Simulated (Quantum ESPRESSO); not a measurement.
Slab: Zr, a slab with vacuum.

```
Zr
1.0
     3.18905    0.00000    0.00000
     0.00000    3.18905    0.00000
     0.00000    0.00000   24.02000
Zr
5
Cartesian
  1.5945 1.5945 7.5000
  0.0000 0.0000 9.7550
  1.5945 1.5945 12.0100
  0.0000 0.0000 14.2650
  1.5945 1.5945 16.5200
```

The slab is cut from a database's or a generator's crystal, which needn't be the stable form of the element.

A sound run:

| Property | Result |
| --- | --- |
| Program | Quantum ESPRESSO 7.5 |
| Task | work function |
| Functional | PBE |
| Potentials or basis | PseudoDojo 0.4.1 SR PBE standard |
| Cutoff | 898 eV |
| Density cutoff | 3592 eV |
| k mesh | 8 × 8 × 1 |
| Occupations | fermi-dirac, width 0.05 eV |
| Spin | no spin polarisation |

It gives largest force 0.759 eV/Å; band gap on the k mesh none (metal or under the smearing width).

**Question.** What do these careless settings give instead: cutoff 449 eV in place of 898 eV; density cutoff 1796 eV in place of 3592 eV?

**Answer.** Largest force 0.745 eV/Å; band gap on the k mesh none (metal or under the smearing width). The run converged, but these numbers show the error of the settings and aren't properties of the slab.
